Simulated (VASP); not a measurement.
Ge:

```
CELL_PARAMETERS angstrom
3.99759 0.00000 0.00000
-1.99879 3.46201 0.00000
0.00000 0.00000 6.59938
ATOMIC_POSITIONS crystal
Ge 0.66667 0.33333 0.06290
Ge 0.33333 0.66667 0.56290
Ge 0.66667 0.33333 0.43710
Ge 0.33333 0.66667 0.93710
```

This isn't the form of Ge at room conditions, which is diamond.

- Program: VASP 6.6.1
- Task: relaxation of cell and atoms
- Functional: LDA
- Potentials or basis: VASP PAW LDA potentials, release 64 (Ge_d)
- Cutoff: 600 eV
- k mesh: 12 × 12 × 5
- Occupations: gaussian, width 0.03 eV
- Spin: no spin polarisation

At the start: pressure -1.8 GPa; volume 22.83 Å³/atom.

Q: How do energy, volume and symmetry change on relaxing?

A: Over 7 steps the energy falls by 3.6 meV/atom and the volume is 22.22 Å³/atom (-2.7 %); space group P6_3/mmc (No. 194, to 0.05 Å).

Step by step:
```
step  energy change (eV)  largest force (eV/Å)  pressure (GPa)  volume (Å³)
   1              0.0000                0.0045           -1.76        91.33
   2             -0.0130                0.0040            0.48        88.06
   3             -0.0146                0.0009            0.10        88.76
   4             -0.0146                0.0004           -0.17        88.90
   5             -0.0146                0.0017            0.07        88.82
   6             -0.0146                0.0017           -0.18        88.94
   7             -0.0146                0.0026            0.03        88.86
```

Final structure:
```xyz
4
Lattice="3.9619 0.0000 0.0000 -1.9809 3.4311 0.0000 0.0000 0.0000 6.5373" Properties=species:S:1:pos:R:3 pbc="T T T"
Ge    1.9809    1.1437    0.4111
Ge    0.0000    2.2874    3.6797
Ge    1.9809    1.1437    2.8576
Ge    0.0000    2.2874    6.1262
```
